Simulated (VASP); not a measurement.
## VASP 6.6.1 run: BeTe

INCAR

```
NELM = 83
SIGMA = 0.05
PREC = Accurate
LWAVE = .FALSE.
NSW = 0
EDIFF = 1E-7
LCHARG = .FALSE.
ALGO = Normal
IBRION = -1
NBANDS = 11
ISMEAR = 2
METAGGA = R2SCAN
LASPH = .TRUE.
ENCUT = 520
LREAL = .FALSE.
ISIF = 2
```

KPOINTS

```
KPOINTS created by Atomic Simulation Environment
0
Gamma
8 8 8
0 0 0
```

POSCAR

```
Be Te
 1.0000000000000000
     0.0000000000000000    2.8003373892000001    2.8003373892000001
     2.8003373892000001    0.0000000000000000    2.8003373892000001
     2.8003373892000001    2.8003373892000001    0.0000000000000000
 Be  Te
   1   1
Cartesian
  0.0000000000000000  0.0000000000000000  0.0000000000000000
  1.4001686946000000  1.4001686946000000  1.4001686946000000
```

The recommended PBE PAW datasets give the neutral cell 8 valence electrons.

Command

```
mpirun -np 1 vasp_std
```

How does this run end, and what does it give?

It converged. Results: gap between bands v and c on the k mesh 2.29 eV; least direct gap on the k mesh 4.00 eV; pressure 2.1 GPa. Band v is the last that the valence electrons fill when counted band by band, and c is the next.

OSZICAR

```
N       E                     dE             d eps       ncg     rms          rms(c)
DAV:   1    -0.455295587302E+01   -0.45530E+01   -0.34704E+03   638   0.613E+02
DAV:   2    -0.306902220172E+02   -0.26137E+02   -0.25241E+02   814   0.961E+01
DAV:   3    -0.317751152442E+02   -0.10849E+01   -0.10835E+01   836   0.205E+01
DAV:   4    -0.317840912575E+02   -0.89760E-02   -0.89752E-02   782   0.210E+00
DAV:   5    -0.317842577003E+02   -0.16644E-03   -0.16644E-03   791   0.274E-01    0.478E+00
DAV:   6    -0.306778031407E+02    0.11065E+01   -0.18242E-01   686   0.270E+00    0.340E+00
DAV:   7    -0.306760180762E+02    0.17851E-02   -0.14592E-01   754   0.206E+00    0.418E-01
DAV:   8    -0.306748567589E+02    0.11613E-02   -0.71006E-03   755   0.466E-01    0.380E-01
DAV:   9    -0.306753632933E+02   -0.50653E-03   -0.77671E-04   757   0.195E-01    0.183E-01
DAV:  10    -0.306754376530E+02   -0.74360E-04   -0.97401E-05   775   0.612E-02    0.569E-02
DAV:  11    -0.306754476613E+02   -0.10008E-04   -0.25227E-05   750   0.388E-02    0.268E-02
DAV:  12    -0.306754486614E+02   -0.10001E-05   -0.86933E-07   716   0.630E-03    0.821E-03
DAV:  13    -0.306754491169E+02   -0.45546E-06   -0.37823E-07   766   0.261E-03    0.519E-04
DAV:  14    -0.306754490737E+02    0.43178E-07   -0.13296E-08   364   0.755E-04
   1 F= -.30675449E+02 E0= -.30675453E+02  d E =0.161312E-04
```

For comparison, a separate r²SCAN run of the intended cell, on usual settings and not on those above, gives a gap of 2.29 eV on its mesh and a pressure of 2.1 GPa.
